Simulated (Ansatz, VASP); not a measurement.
# Cross-check of AlSi11HO24 (Al-H pair in alpha-quartz) between VASP and Ansatz

One calculation is typed for both programs; each brings its own data sets. How far apart do they land? The cell is taken from a series of runs on this material, whose earlier steps may have relaxed, scaled, displaced or heated it; both programs get it as it stands.

Calculated with Ansatz 0.2.0; plane waves, with VASP 6.6.1 beside it; single point at HSE06.

### Step 1. Set-up

The cell holds 37 atoms: 11 Si, 24 O, 1 Al and 1 H. Cell: a = 7.452 Å, b = 7.452 Å, c = 10.037 Å, α = 70.3°, β = 70.3°, γ = 71.4°. It derives from SiO2 (SiO2 (P3_221)). Nearest the centre at fractional (0.355, 0.472, 0.482): O12 at 0.53 Å, Al36 at 1.35 Å, H37 at 1.45 Å, Si1 at 2.08 Å, O35 at 2.36 Å, O28 at 2.43 Å, O19 at 2.44 Å, O22 at 2.87 Å.

### Step 2. VASP: single point, HSE06

With cell and atoms fixed, the geometry can't cause a difference; cores, projectors, grids and the points listed under the comparison can.

Lines of VASP's logs that name or quote its potential files are left out, and so is its time.

The run reads the wave functions of an earlier VASP run, which isn't shown here.

Contents of INCAR:

```
SYSTEM = AlSi11HO24
PREC = Accurate
ENCUT = 520
EDIFF = 1E-06
NELM = 100
ISMEAR = -1
SIGMA = 0.01
LREAL = Auto
ALGO = Normal
LHFCALC = .TRUE.
AEXX = 0.25
GGA = PE
HFSCREEN = 0.208
LASPH = .TRUE.
NBANDS = 121
PRECFOCK = Fast
LORBIT = 11
LWAVE = .FALSE.
LCHARG = .FALSE.
ISIF = 2
```

Contents of POSCAR:

```
AlSi11HO24
1.0
   -2.5091692155      4.3460085660      5.5089740514
    5.0183384309      0.0000000000      5.5089740514
    5.0183384309      8.6920171319      0.0000000000
Si O Al H
11 24 1 1
Direct
    0.0753038593      0.5712305407      0.4474322466
    0.5782723309      0.0829139810      0.2161683457
    0.3963397008      0.9210038285      0.0494384867
    0.9036830289      0.4247204833      0.2738168932
    0.9904100793      0.9937111200      0.2614865571
    0.5040289851      0.5042646701      0.0034150440
    0.1021544046      0.5756640885      0.9422596632
    0.5919353954      0.0751107291      0.7151833332
    0.3959707508      0.9454310052      0.5456838588
    0.9065958684      0.4308285504      0.7846052754
    0.9956552516      0.0074452001      0.7666493986
    0.3086176830      0.4644747003      0.4542107456
    0.7976288729      0.9762813272      0.2324001887
    0.4336856689      0.0898743647      0.3784578549
    0.9523706441      0.5135649927      0.0987223226
    0.4412828615      0.6876691592      0.0727167618
    0.9476353331      0.1879592963      0.3130098947
    0.1647509269      0.9986512965      0.1140898696
    0.6848972709      0.5145230182      0.3477812223
    0.0534164126      0.4767947415      0.3344631282
    0.5160219193      0.9654267272      0.1377739674
    0.0547194704      0.8030120084      0.3894125944
    0.5666471396      0.3083258574      0.1256377772
    0.3242074906      0.4876328169      0.9569959232
    0.8167935579      0.9814390657      0.7253654874
    0.4508111033      0.0305178751      0.8794673349
    0.9377174493      0.5144577835      0.6088409135
    0.4150134055      0.7264755028      0.5500468793
    0.9291931434      0.1968775165      0.8315630654
    0.1746361014      0.0440682850      0.6234659054
    0.6877625580      0.5308551005      0.8625157621
    0.0675688376      0.4872114618      0.8284378419
    0.5491553065      0.9627440418      0.6198995118
    0.0654711193      0.8115708626      0.8869351205
    0.5556636783      0.3044875542      0.6450436300
    0.5057655319      0.5066678054      0.5077176884
    0.3630999812      0.3314587688      0.4081986349
```

Contents of KPOINTS:

```
Automatic mesh
0
Gamma
1 1 1
0 0 0
```

Potentials, in the order of the species: Si, O, Al and H (PBE family, release 64).

The run is started by

```console
$ export OMP_NUM_THREADS=3
$ mpirun -np 1 vasp_gam
```

Numbers of over 12 decimals in the logs are rounded to 6 here.

The program printed:

```text
[banner, memory and clock lines left out]
running    1 mpi-ranks, on    1 nodes
[...]
Offloading initialized ...    1 GPUs detected
[...]
LDA part: xc-table for (Slater+PW92), standard interpolation
 found WAVECAR, reading the header
 POSCAR, INCAR and KPOINTS ok, starting setup
[...]
reading WAVECAR
 the WAVECAR file was read successfully
 initial charge from wavefunction
 entering main loop
       N       E                     dE             d eps       ncg     rms          rms(c)
DAV:   1    -0.351760981051E+03   -0.35176E+03   -0.58348E+00   276   0.868E+00    0.129E+01
DAV:   2    -0.351805729713E+03   -0.44749E-01   -0.21907E-01   292   0.142E+00    0.966E+00
DAV:   3    -0.351788205722E+03    0.17524E-01   -0.18749E-02   292   0.402E-01    0.608E+00
DAV:   4    -0.351784202227E+03    0.40035E-02   -0.60108E-03   284   0.206E-01    0.360E+00
[...]
DAV:   9    -0.351782422057E+03    0.88849E-05   -0.74337E-06   284   0.110E-02    0.229E-01
DAV:  10    -0.351782420570E+03    0.14868E-05   -0.21903E-06   188   0.645E-03    0.133E-01
DAV:  11    -0.351782420853E+03   -0.28284E-06   -0.11926E-06   188   0.497E-03
   1 F= -.35178242E+03 E0= -.35178242E+03  d E =-.268290E-13
```

Parts of OUTCAR (step 2):

```text
  Total       -2.7569080     -1.3951188     -1.5324493     -0.8087364     -0.9117255     -4.8198975
  in kB       -9.1907639     -4.6509377     -5.1087594     -2.6961019     -3.0394392    -16.0681968
  external PRESSURE =      -6.3168203 kB  Pullay stress =       0.0000000 kB

 POSITION                                       TOTAL-FORCE (eV/Angst)
 -----------------------------------------------------------------------------------
      4.92304      4.21636      3.56174        -0.293074      0.297616      0.150983
      0.04991      4.39212      3.64246        -0.312048     -0.187794      0.175535
      3.87552      2.15222      7.25721        -0.011733     -0.033146     -0.050130
      1.23800      6.30744      7.31814         0.039812      0.030385      0.048904
      3.81390      6.57718     10.93047        -0.029977      0.115407     -0.009704
      1.28301      2.22020      5.55466         0.028848     -0.046902      0.041183
      7.36113      8.63410      3.73408        -0.028074     -0.010033     -0.021604
      2.48070      8.78894      3.67474         0.036190      0.014505      0.042985
      6.48936      6.46399      7.38975         0.059030      0.289888     -0.256793
      3.82466     10.75988      7.36784        -0.041107     -0.088945      0.069315
      1.38640     10.99086      5.52605         0.032960      0.016585     -0.010864
      3.83590      5.28926      4.25895        -3.238394     -0.483697     -1.306278
      4.06419      5.48653      9.77243         0.088958     -0.049491     -0.063654
      1.26206      5.17436      2.88428         0.380884     -0.071555      0.214533
[...]
-----------------------------------------------------------------------------------
    total drift:                               -0.024777      0.009689     -0.018556

  FREE ENERGIE OF THE ION-ELECTRON SYSTEM (eV)
  ---------------------------------------------------
  free  energy   TOTEN  =      -351.7824208531 eV

  energy  without entropy=     -351.7824208531  energy(sigma->0) =     -351.78242085

[... 3 further parts left out ...]
[key lines of the parts left out:]
E-fermi :  -0.1420
```

The run ends at a pressure of -0.63 GPa, with forces up to 3.5 eV/Å.

(Part 1 of 2 ends here.)

[Lines on the potential files, build, host, timing and source positions are cut from VASP's logs without a mark.]

[Logs are printed without paths, hosts, clocks, repeated set-up lines and the standing remarks that a program may print on its own settings, such as how far it seeks lower states.]

[Hosts, paths, dates, database ids (printed as entryN), source tags and the programs' standing remarks are cut or masked in the printed files.]
